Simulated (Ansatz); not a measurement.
Computed with DFT PBE, scalar-relativistic, plane waves, PAW (Ansatz 0.2.0).

Plane waves to 420 eV, a k mesh through Γ of 12×12×12 on the computed 2-atom cell and Gaussian smearing (0.10 eV); no spin polarisation.

Structure with the computed forces (eV/Å) in the last three columns:

```xyz
2
Lattice="3.2948 0.0229 0.0541 0.0229 3.2229 0.0636 0.0541 0.0636 3.2156" Properties=species:S:1:pos:R:3:forces:R:3 pbc="T T T" pressure_GPa=-1.64
Ti   -0.1184    0.0818    0.0517    1.4580   -0.9620   -0.6720
Al    1.8043    1.5728    1.6150   -1.4580    0.9620    0.6720
```

Stress tensor (GPa, compression positive):

```
-1.85 -2.79 -3.39
-2.79 -1.74 -0.85
-3.39 -0.85 -1.35
```